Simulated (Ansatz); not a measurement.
GeTe: biaxial strain +3.06 %, plane normal [001], relaxed out of plane

Base system: GeTe (space group R3m, No. 160; layered).

```
GeTe
1.0
    2.09351     1.20869     3.68680
   -2.09351     1.20869     3.68680
    0.00000    -2.41737     3.68680
Ge Te
1 1
Cartesian
  0.00000   0.00000   2.56427
  0.00000   0.00000   8.49612
```

Cartesian axes are those of the cell as printed.

Now apply this change: biaxial strain +3.06 %, plane normal [001], relaxed out of plane (Cartesian); in-plane vectors clamped, the third vector and the atoms free.

Calculations: r2SCAN (Ansatz, an electronic-structure program; PAW; 500 eV plane waves; scalar-relativistic without spin-orbit coupling). Γ-centred 10×10×10 mesh, Fermi–Dirac width 0.05 eV.

- Volume per atom = 28.82 Å³ (base 27.99 Å³)
- Space group = R3m (No. 160) (base R3m (No. 160))
- Energy relative to the base (free energy F) = +14 meV/atom
- Pressure (mean of the normal stresses, compression positive) = -1.74 GPa (base 0.00 GPa)
- Band gap = 0.82 eV (an upper bound: an edge found on the path is not a true extremum; both cells) (base 0.64 eV)
- Out-of-plane strain = -3.04 %
- Ratio −ε⊥/ε∥ = 0.99
- Mean in-plane stress (compression positive) = -2.6 GPa

Final structure (turned so that z lies along the plane normal):

```
CELL_PARAMETERS angstrom
      4.31513     0.00000     0.00000
      2.15757     3.73701     0.00000
      2.15757    -1.24567     3.57488
ATOMIC_POSITIONS crystal
  Ge 0.53581 0.23210 0.69629
  Te 0.46419 0.76790 0.30371
```

Cost of the whole job for the changed cell (relaxation, final SCF and bands): around 4 core-minutes (rough).

Spin-orbit coupling, missing from the scalar runs, can matter with Te. Whether these cells are dynamically stable was not tested. No dispersion term is included, though the crystal is made of layers, chains or molecules, so its spacings can come out too wide.
